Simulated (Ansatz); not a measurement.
The cell is Ga2O3 on the sites of the corundum structure (relaxed group R-3c); cell and atoms were relaxed with r2SCAN. Ga has 6 O at 1.93–2.07 Å; O has 4 Ga at 1.93–2.07 Å.

Space group R-3c:H (No. 167). a = 4.985 Å, b = 4.985 Å, c = 13.442 Å, α = 90.00°, β = 90.00°, γ = 120.00°
```json
{"atom": "Ga", "site": "12c", "symmetry": "3.", "x": "0.0000", "y": "0.0000", "z": "0.1446"}
{"atom": "O", "site": "18e", "symmetry": ".2", "x": "0.6964", "y": "0.0000", "z": "0.2500"}
```

The questions ask for values computed with Ansatz on this geometry. No magnetic order and no zero-point or thermal motion; the cell was built from a prototype and may be hypothetical.

Given (6×6×6 mesh): The PBE gap is indirect, 2.85 eV (Γ–S₀ (0.45 of the way from Γ) to Γ), below the direct gap of 3.11 eV at Γ.

(1) Estimate the gap with PBE+SOC on 6×6×6.

(2) Estimate the gap with r2SCAN on 6×6×6.

(3) Estimate the gap with HSE06 on 4×4×4.

(4) What does PBE0 give for the gap (4×4×4 mesh)?

(5) Relaxed again with PBEsol, is the cell stable at the zone centre, and where do its optical modes lie?

Answers

(1) PBE+SOC gives an indirect gap of 2.85 eV, from Γ–S₀ (0.45 of the way from Γ) to Γ; the least direct gap is 3.10 eV at Γ. The gap differs by 0.00 eV from PBE's.

(2) The r2SCAN gap is indirect, 3.55 eV (Γ–S₀ (0.45 of the way from Γ) to Γ), below the direct gap of 3.81 eV at Γ. The gap differs by +0.70 eV from PBE's.

(3) With HSE06 the valence top lies at Γ–S₀ (0.45 of the way from Γ) and the conduction bottom at Γ, 4.62 eV higher; the smallest vertical gap, at Γ, is 4.87 eV. The gap differs by +1.77 eV from PBE's.

(4) With PBE0 the valence top lies at Γ–S₀ (0.45 of the way from Γ) and the conduction bottom at Γ, 5.34 eV higher; the smallest vertical gap, at Γ, is 5.59 eV. The gap differs by +2.49 eV from PBE's.

(5) All optical modes at Γ are real, from 152 to 671 cm⁻¹ without the longitudinal term; this says nothing of other wave vectors. With the long-range field the highest mode reaches 676 cm⁻¹.

Only the levels marked +SOC include spin-orbit coupling.

Where an edge lies off the special points, it is a point of the mesh or the k point where a search put PBE's edge or least direct gap, reused for the other functionals, whose own edges may lie a little apart.

The meshes of the hybrids are coarse, so their gaps aren't converged to the digits shown.
